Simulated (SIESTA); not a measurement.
Input of a SIESTA 5.4.2 run:

Contents of TePb.fdf:

```
SystemName                      TePb
SystemLabel                     TePb
NumberOfSpecies                 2
NumberOfAtoms                   2
%block ChemicalSpeciesLabel
  1  82 Pb
  2  52 Te
%endblock ChemicalSpeciesLabel

UseStructFile                   true

%block kgrid.MonkhorstPack
    7   0   0  0.0
    0   7   0  0.0
    0   0   7  0.0
%endblock kgrid.MonkhorstPack
XC.Functional                   GGA
XC.Authors                      PBE
PAO.BasisSize                   DZP
PAO.EnergyShift                 0.003 Ry
Mesh.Cutoff                     500 Ry
OccupationFunction              FD
ElectronicTemperature           0.05 eV
MaxSCFIterations                120
SCF.MustConverge                false
SCF.Mixer.Method                Pulay
SCF.Mixer.Weight                0.25
SCF.Mixer.History               8
SCF.DM.Tolerance                5.0e-05
SCF.H.Tolerance                 1.0e-03 eV
WriteForces                     true
Charge.Mulliken                 end
Charge.Hirshfeld                end
Charge.Voronoi                  end
SaveRho                         true
SaveElectrostaticPotential      true
%block PAO.Basis
  Pb 6
  n=5 0 2
    2.437 0.000
  n=6 0 2
    5.436 0.000
  n=5 1 2
    2.856 0.000
  n=6 1 2
    8.378 0.000
  n=5 2 2
    4.155 0.000
  n=6 2 1
    8.378
  Te 6
  n=4 0 2
    2.276 0.000
  n=5 0 2
    4.888 0.000
  n=4 1 2
    2.516 0.000
  n=5 1 2
    6.955 0.000
  n=4 2 2
    3.260 0.000
  n=5 2 1
    6.955
%endblock PAO.Basis
```

File TePb.STRUCT_IN:

```
   0.0000000000     3.2310000000     3.2310000000
   3.2310000000     0.0000000000     3.2310000000
   3.2310000000     3.2310000000     0.0000000000
2
1  82    0.0000000000     0.0000000000     0.0000000000
2  52    0.5000000000     0.5000000000     0.5000000000
```

Potentials or basis: PseudoDojo 0.4 stringent (PBE files), DZP (energy shift 0.003 Ry; two zetas on semicore shells).

Launch:

```sh
$ siesta TePb.fdf > TePb.out 2>&1
```

Task: What does it give for the Hirshfeld charges?

Result: Pb +0.18; Te -0.18 e.

Task: Predict the pressure.

Result: 0.8 GPa.

Task: Estimate the Voronoi charges.

Result: Pb +0.26; Te -0.26 e.

Caveat: this odd mesh misses L, where the gap lies, so gap, dielectric constants and Born charges aren't listed; short orbitals over semicore shells can move pressures by several GPa; the valence orbitals were made in a potential fitted to the semicore shell under them, which widens gaps by tenths of an eV or more; the basis of atomic orbitals isn't converged, which shifts pressures, moduli and gaps. Spin-orbit coupling is left out, which matters for the levels of Pb, Te.
